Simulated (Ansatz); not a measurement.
# BP: one input, then a changed one

The cell is COD entry 9008835, as deposited and not checked against the literature; nothing was relaxed.

First run: DFT, PBEsol, all-electron LAPW, scalar-relativistic (Ansatz 0.2.0).

Command: `ansatz run input.yaml --threads 1 --pin off --max-ram 2048MiB --backend cpu --events-out ev --progress --plain --runs-dir out` The run took 14 s on 1 thread of Intel(R) Xeon(R) Platinum 8259CL CPU @ 2.50GHz (Skylake/Cascade Lake), with other jobs on the host, peak memory 0.34 GiB.

```yaml
crystal:
  lattice:
    - [0.0, 2.269, 2.269]
    - [2.269, 0.0, 2.269]
    - [2.269, 2.269, 0.0]
  atoms:
    - { symbol: B, position: [0.0, 0.0, 0.0] }
    - { symbol: P, position: [0.75, 0.75, 0.75] }
kpoints:
  mp_grid: { grid: [15, 15, 15] }
  band_path:
    path:
      - [0.0, 0.0, 0.0]
      - [-0.5, -0.5, 0.0]
      - [-0.375, -0.375, 0.25]
      - [-0.375, 0.0, 0.375]
      - [0.0, 0.0, 0.0]
      - [0.0, 0.0, 0.5]
      - [-0.5, -0.25, 0.25]
      - [-0.5, -0.5, 0.0]
    npoints: 5
scf:
  occupations: { method: fermi_dirac, width: 0.05 }
hamiltonian:
  xc: pbesol
  pseudopotentials: { kind: all_electron, lapw: { basis_error: 0.001 } }
output:
  forces: true
  stress: true
  eigenvalues: true
```

Result: converged; pressure -2.01 GPa; gap on the k mesh 1.14 eV (the mesh can miss the band edges); 6 SCF iterations.

The input is then changed:

```diff
@@ -22,4 +22,5 @@
 scf:
   occupations: { method: fermi_dirac, width: 0.05 }
+  mixing: { algorithm: broyden, beta: 0.9 }
 hamiltonian:
   xc: pbesol
```

Task: What does the second run give?

Result: It converged; energy at zero smearing 0.0 meV/atom from the first run; pressure -2.02 GPa; gap on the k mesh 1.14 eV (the mesh can miss the band edges); 6 SCF iterations.

The results part of its log:

```
SCF 1 converged in 6 iterations: F = -9967.177877 eV  dr2 = 1.55e-8
NSCF: frozen V_eff on 36 k-points
SCF converged after 6 iterations
Stability not checked: this state was not tested for a lower state beside it, because the mixer in use, unlike msr1, does not test its closes by its own steps (another_mixer; see scf.mixing.algorithm and scf.lower_state_search)
Free energy (F): -9967.177877 eV
Harris-Foulkes:  -9967.177877 eV  (|F-HF|=1.47e-8)
Internal energy: -9967.177877 eV  (E = F + TS)
E sigma→0 (E₀):  -9967.177877 eV
Entropy (-TS):   -0.000000 eV (-0.000 meV/atom)
Fermi energy:    10.715964 eV
--- Per-component energies (eV) ---
  E_band       = -1261.058089
  E_kinetic    = 9993.657811
  E_xc         = -723.883737
  E_electrostatic = -19236.951950  (all electrons and nuclei)
  E_smearing   = -0.000000  (= −TS)
  E_closure    = 0.000000  (closes the sum)
  E_atoms      = -9953.459122  (free atoms, spherical and without spin; not in F)
  Σ components = -9967.177877   (vs F -9967.177877, Δ=0.00e0)
  Basis errors (estimates in eV, not in F): energy 6.4e-4 per atom: plane waves 6.0e-4 (3.7e-4 summed), levels above the bands 1.5e-78, relativity 7.9e-9, radial functions 4.1e-5, core shells 4.8e-14; eigenvalues (radial functions only) 3.1e-6; not estimated: angular momenta, meshes, grids; target (lapw.basis_error) 1.0e-3; muffin-tin radii B 0.908 Å, P 1.057 Å
--- Forces (eV/Å), atoms counted from 1 ---
  atom   1  B     -0.00000000     0.00000000     0.00000000
  atom   2  P      0.00000000     0.00000000    -0.00000000
  max |Σ_I F_I| component: 3.01e-17 eV/Å
--- Stress (GPa, compression-positive) ---
       -2.015020       0.000000      -0.000000
        0.000000      -2.015020       0.000000
       -0.000000       0.000000      -2.015020
  P = ⅓ Tr σ = -2.0150 GPa (-20.150 kbar)
--- Band table (eV; the first three rows and the last of 120) ---
  k-point 0: bands = ["-161.7346", "-157.7945", "-108.5315", "-108.5315", "-108.5315", "-5.3254", "10.1606", "10.1606", "10.1606", "13.5257", "13.5257", "13.5257", "17.5078"]
  k-point 1: bands = ["-161.7346", "-157.7945", "-108.5315", "-108.5315", "-108.5315", "-5.2450", "9.5048", "10.0174", "10.0174", "13.7228", "13.7228", "13.7822", "17.7458"]
  k-point 2: bands = ["-161.7345", "-157.7945", "-108.5315", "-108.5315", "-108.5315", "-5.0049", "8.1033", "9.6833", "9.6833", "14.0732", "14.1822", "14.1822", "18.3848"]
  k-point 119: bands = ["-161.7345", "-157.7945", "-108.5315", "-108.5315", "-108.5315", "-0.2394", "2.1341", "4.2132", "4.9904", "15.0515", "16.6345", "17.7181", "17.8200"]
```
